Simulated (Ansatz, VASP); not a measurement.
# Cs: VASP beside Ansatz

```
Cs
1.0
    -2.99511    2.99511    2.99511
     2.99511   -2.99511    2.99511
     2.99511    2.99511   -2.99511
Cs
1
Direct
  0.00000 0.00000 0.00000
```

Alike in both runs: task single point; functional LDA; k mesh 13 × 13 × 13; occupations fermi-dirac, width 0.1 eV; no spin polarisation.

|  | VASP | Ansatz |
| --- | --- | --- |
| version | VASP 6.6.1 | Ansatz 0.2.0 |
| potentials or method | VASP PAW LDA potentials, release 64 (Cs_sv) | plane waves (420 eV) with PAW, scalar-relativistic |
| plane-wave cutoff (eV) | 520 | 420 |
| valence electrons in the cell | 9 | 9 |

```tsv
	VASP	Ansatz	Ansatz less VASP
pressure (GPa)	-0.2	-0.2	+0.01
```

Ansatz warned: «pseudo_functional_mismatch».

Spin-orbit coupling is left out, which matters for the levels of Cs.
